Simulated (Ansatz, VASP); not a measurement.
This is a calculation of Si for Ansatz 0.2.0. This isn't the form of Si at room conditions, which is diamond.

The input input.yaml:

```yaml
crystal:
  lattice:
    - [4.12095, 0.0, 0.0]
    - [-2.06047, 3.56885, 0.0]
    - [0.0, 0.0, 2.65479]
  atoms:
    - { symbol: Si, position: [0.33333, 0.66667, 0.5] }
    - { symbol: Si, position: [0.66667, 0.33333, 0.5] }
hamiltonian:
  xc: lda
  pseudopotentials: { kind: paw }
kpoints:
  mp_grid: { grid: [8, 8, 10] }
scf:
  occupations: { method: fermi_dirac, width: 0.05 }
output:
  forces: true
  stress: true
  eigenvalues: true
relax:
  f_tol: 0.01
  max_steps: 40
  cell: { stress_tol: 0.05 }
```

Potentials or basis: Ansatz PAW.

The run is started by

```console
$ ansatz run input.yaml --threads 2 --pin off --max-ram 5632MiB --backend cpu --events-out ev --progress --plain --runs-dir out
```

Q: Set up the same calculation for VASP 6.6.1. Potentials or basis there: LDA PAW files Si, 600 eV.

A: As run (cutoffs and basis follow the program's own potentials, and thresholds, step limits or extra output files can differ):

INCAR

```
SYSTEM = Si
PREC = Accurate
ENCUT = 600
EDIFF = 1E-6
ISMEAR = -1
SIGMA = 0.05
LREAL = .FALSE.
LASPH = .TRUE.
NELM = 80
ALGO = Fast
ISIF = 3
LWAVE = .FALSE.
LCHARG = .FALSE.
IBRION = 2
NSW = 60
EDIFFG = -0.01
```

Contents of KPOINTS:

```
Automatic mesh
0
G
  8 8 10
  0 0 0
```

The input POSCAR:

```
Si
1.0
    4.1209500000      0.0000000000      0.0000000000
   -2.0604700000      3.5688500000      0.0000000000
    0.0000000000      0.0000000000      2.6547900000
Si
2
Direct
    0.3333300000      0.6666700000      0.5000000000
    0.6666700000      0.3333300000      0.5000000000
```

Potentials or basis: VASP PAW LDA potentials, release 64 (Si).

Run with:

```console
$ cat potpaw_LDA.64/Si/POTCAR > POTCAR
$ mpirun -np 1 vasp_std > vasp.out
```

Both were run:

|  | Ansatz | VASP |
| --- | --- | --- |
| Relaxed volume | 18.79 Å³/atom | 18.81 Å³/atom |
| Relaxed cell | a = 4.073 Å, b = 4.073 Å, c = 2.615 Å, α = 90.00°, β = 90.00°, γ = 120.00° | a = 4.075 Å, b = 4.075 Å, c = 2.616 Å, α = 90.00°, β = 90.00°, γ = 120.00° |
| Space group after relaxing | P6/mmm (No. 191) | P6/mmm (No. 191) |
| Pressure after relaxing | 0.0 GPa | -0.1 GPa |

Ansatz's pressure holds a Pulay term of +0.04 GPa for its cutoff of 420 eV, which the other run lacks.

Ansatz's potentials were made for PBE.

Where Ansatz's input types no cutoff or centring, it takes its own default and a Γ-centred mesh.

The two programs' LDA may be different fits to the electron gas.

Pressure is positive in compression.
